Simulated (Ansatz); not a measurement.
Runs of Ansatz 0.2.0 on MoS2. It takes space group P-3m1 (No. 164, trigonal). Conventional cell: a = 3.227 Å, b = 3.227 Å, c = 6.312 Å, α = 90.00°, β = 90.00°, γ = 120.00°. Around Mo (site symmetry -3m) lie 6 S at 2.42 Å. S (site symmetry 3m) is surrounded by 3 Mo at 2.42 Å. Measurements of this composition are mostly on another form, of space group No. 194.

```tsv
task	level	U	cell	cutoff (eV)	points for each segment of the path	hubbard projectors	double counting	gap on the mesh (eV)	pressure (GPa)	V0 of scaled cells (Å³/atom)	B0 (GPa)	largest force (eV/Å)
band structure	LDA+U	Mo d U = 5 eV	as given	420	14	ortho-atomic (the default)	fll (the default)	none	(a)	-	-	(c)
equation of state	BLYP+D4	-	as given	420	-	-	-	-	-	19.18	128	-
relaxation of cell and atoms	r2SCAN+U	Mo d U = 5 eV	relaxed	500	-	ortho-atomic (the default)	fll (the default)	-	0.0	-	-	-
band structure	PBEsol	-	as given	420	14	-	-	none	-3.4	-	-	(b)
equation of state	RPBE	-	as given	420	-	-	-	-	-	19.52	121	-
```

Alike in all rows: potentials or basis Ansatz PAW; no spin polarisation; k mesh 9 × 9 × 4; smearing fermi-dirac 0.05 eV.

Question: Fill in the values left out.

Answer: (a) -6.1; (b) 0.02; (c) 0.20.

Caveats: the PAW data sets come from PBE, with cores solved anew for the run's functional, which leaves a small shift of forces and pressure (some runs); the potentials were made for another functional, which shifts forces and pressure (some runs); the cell was scaled at fixed shape and fractional positions, which overstates the stiffness of a crystal with free parameters, most of all of layers and chains (some runs); this functional lacks dispersion, which binds the layers, so the pressure and a relaxed spacing across them are unreliable (some runs); U without spin polarisation on a metal has little footing (some runs); the plane-wave basis is chosen anew once the cell has moved, so the energies of steps on either side of that aren't comparable (some runs).

A k mesh can miss the band edges, and the runs leave out spin-orbit coupling on Mo.

A gap of «none» marks a metal or a gap under the smearing width.

Runs at the PBE level aren't shown here.
